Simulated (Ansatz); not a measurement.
MgAl$_{2}$O$_{4}$ (spinel), relaxed with LDA (Ansatz, an electronic-structure program, plane waves, PAW): a = 8.023 Å, b = 8.023 Å, c = 8.023 Å, α = 90.00°, β = 90.00°, γ = 90.00°.

- gap (eV) = 5.52
- ΔH_f (eV/atom) = -3.18
- B₀ by P(V) fit (GPa) = 203
- K_Hill (GPa) = 203
- G_Hill (GPa) = 104
- ε∞ = 3.08
- ε0 = 8.03
- highest Γ mode, no LO–TO term (cm⁻¹) = 760
- electron conductivity mass (mₑ) = 0.39
- Θ_D (K) = 842

### Question
The same phase is relaxed and computed with r²SCAN in the same code. What are the cell and these values now?

### Answer
a = b = c = 8.0842 Å, α = β = γ = 90.00°.

gap (eV): 6.20
ΔH_f (eV/atom): -3.23
B₀ by P(V) fit (GPa): 201
K_Hill (GPa): 201
G_Hill (GPa): 107
ε∞: 2.90
ε0: 7.93
highest Γ mode, no LO–TO term (cm⁻¹): 769
electron conductivity mass (mₑ): 0.39
Θ_D (K): 858

All cells were relaxed under the symmetry of their starts (and spin orders); stability against distortions was not tested throughout.

Potentials: the later of the program's two PAW sets.

Ansatz is a plane-wave DFT program.

Formation energies count from the lowest solids of the elements computed at the same level, not from gases.
